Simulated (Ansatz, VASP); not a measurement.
## Tl: VASP beside Ansatz

```
Tl
1.0
     3.50148    0.00000    0.00000
    -1.75074    3.03237    0.00000
     0.00000    0.00000    5.59771
Tl
2
Direct
  0.33333 0.66667 0.25000
  0.66667 0.33333 0.75000
```

Change from the starting cell: functional pbesol, volume scaled by 1.04, PAW files.

Alike in both runs: task electric field gradients; functional PBEsol; k mesh 12 × 12 × 7; occupations fermi-dirac, width 0.03 eV; no spin polarisation.

```csv
,VASP,Ansatz
version,VASP 6.6.1,Ansatz 0.2.0
potentials or method,"VASP PAW PBE potentials, release 64 (Tl_d)","PAW with Ansatz's default frozen-core files, scalar-relativistic"
plane-wave cutoff (eV),520,420
valence electrons in the cell,26,26
```

Ansatz gave:

* pressure (GPa): -1.3
* largest component of the traceless stress (GPa): 0.92
* Vzz of the field gradient on the site that differs most (V/Å²): 2.1

Q: Estimate VASP's values.

A: Pressure (GPa): -1.4; largest component of the traceless stress (GPa): 0.92; Vzz of the field gradient on the site that differs most (V/Å²): 1.2.

Ansatz warned: «gradients_without_spin_orbit».

Caveats: the PAW data sets were made with another functional, which shifts forces and pressure a little (VASP). The runs have no spin-orbit coupling, so splittings on Tl are missing.
